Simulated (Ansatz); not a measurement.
**SiO2: stress in a strained cell**

Aim: deform SiO2 (zz strain of +3 %) and compute stress, forces and field gradients with LAPW, PAW and all-electron datasets made for the crystal.

Computed with Ansatz 0.2.0 (DFT PBE, scalar-relativistic, unless a step's input says otherwise).

### Step 1. The system as given

The structure is tetragonal, space group I-42d (No. 122). Conventional cell: a = 4.748 Å, b = 4.748 Å, c = 7.488 Å, α = 90.00°, β = 90.00°, γ = 90.00°. Si (site symmetry -4) is surrounded by 4 O at 1.62 Å. O (site symmetry 2) is surrounded by 2 Si at 1.62 Å.

As a file:

```xyz
6
Lattice="-2.3740 2.3740 3.7440 2.3740 -2.3740 3.7440 2.3740 2.3740 -3.7440" Properties=species:S:1:pos:R:3 pbc="T T T"
Si    0.0000    0.0000    0.0000
Si    0.0000    2.3740    1.8720
O     1.1870    2.9599    2.8080
O     0.5858    1.1870    0.9360
O    -1.1870    1.7882    2.8080
O    -0.5858    3.5611    0.9360
```

Atoms are numbered in the order of the input: Si1, Si2, O3, O4, O5, O6.

### Step 2. The deformed structure

Space group I-42d before, I-42d after.

### Step 3. Full-potential LAPW

File input.yaml:

```yaml
crystal:
  lattice:
    - [-2.37405, 2.37405, 3.85632]
    - [2.37405, -2.37405, 3.85632]
    - [2.37405, 2.37405, -3.85632]
  atoms:
    - { symbol: Si, position: [0.0, 0.0, 0.0] }
    - { symbol: Si, position: [0.75, 0.25, 0.5] }
    - { symbol: O, position: [0.99838, 0.625, 0.87338] }
    - { symbol: O, position: [0.375, 0.24838, 0.37338] }
    - { symbol: O, position: [0.75162, 0.125, 0.12662] }
    - { symbol: O, position: [0.875, 0.00162, 0.62662] }
kpoints:
  mp_grid: { grid: [7, 7, 7] }
  band_path:
    path:
      - [0.0, 0.0, 0.0]
      - [0.0, 0.0, 0.5]
      - [0.25, 0.25, 0.25]
      - [0.0, 0.5, 0.0]
      - [0.0, 0.0, 0.0]
      - [0.5, 0.5, -0.5]
      - [0.3447487746, 0.6552512254, -0.3447487746]
      - [-0.3447487746, 0.3447487746, 0.3447487746]
      - [0.0, 0.0, 0.0]
    npoints: 5
scf:
  occupations: { method: fermi_dirac, width: 0.03 }
hamiltonian:
  xc: pbe
  pseudopotentials: { kind: all_electron, lapw: { basis_error: 0.001 } }
output:
  forces: true
  stress: true
  eigenvalues: true
```

On the command line:

```bash
ansatz run input.yaml --threads 2 --pin off --max-ram 6144MiB --backend cpu --events-out ev --progress --plain --runs-dir out
```

### Step 4. Frozen-core PAW

File input.yaml:

```yaml
crystal:
  lattice:
    - [-2.37405, 2.37405, 3.85632]
    - [2.37405, -2.37405, 3.85632]
    - [2.37405, 2.37405, -3.85632]
  atoms:
    - { symbol: Si, position: [0.0, 0.0, 0.0] }
    - { symbol: Si, position: [0.75, 0.25, 0.5] }
    - { symbol: O, position: [0.99838, 0.625, 0.87338] }
    - { symbol: O, position: [0.375, 0.24838, 0.37338] }
    - { symbol: O, position: [0.75162, 0.125, 0.12662] }
    - { symbol: O, position: [0.875, 0.00162, 0.62662] }
kpoints:
  mp_grid: { grid: [7, 7, 7] }
scf:
  occupations: { method: fermi_dirac, width: 0.03 }
hamiltonian:
  xc: pbe
  pseudopotentials: { kind: paw }
output:
  forces: true
  stress: true
  eigenvalues: true
  efg: { contact_densities: true }
```

### Step 5. All-electron PAW on datasets made for the crystal

input.yaml: that of step 4 with these lines changed.

```diff
@@ -18,3 +18,3 @@
   xc: pbe
-  pseudopotentials: { kind: paw }
+  pseudopotentials: { kind: all_electron, datasets: crystal }
 output:
```

(Steps that only read results are left out.)

What does the calculation give? Wanted: pressure; largest shear or deviatoric stress.

**Answer**, as computed:

| quantity | value |
| --- | --- |
| pressure | LAPW -1.56, PAW -1.54, crystal datasets -1.55 GPa |
| largest shear or deviatoric stress (LAPW) | 2.69 GPa |

The largest part of the stress beyond the pressure is 2.69 GPa in size, in the zz component; the atoms are carried along and not relaxed. No run of the undeformed cell stands beside it, so the pressure holds what the given cell had before the change. PAW: stress within 0.02 GPa of LAPW, forces within 1 meV/Å. Crystal datasets: stress within 0.01 GPa of LAPW, forces within 1 meV/Å.
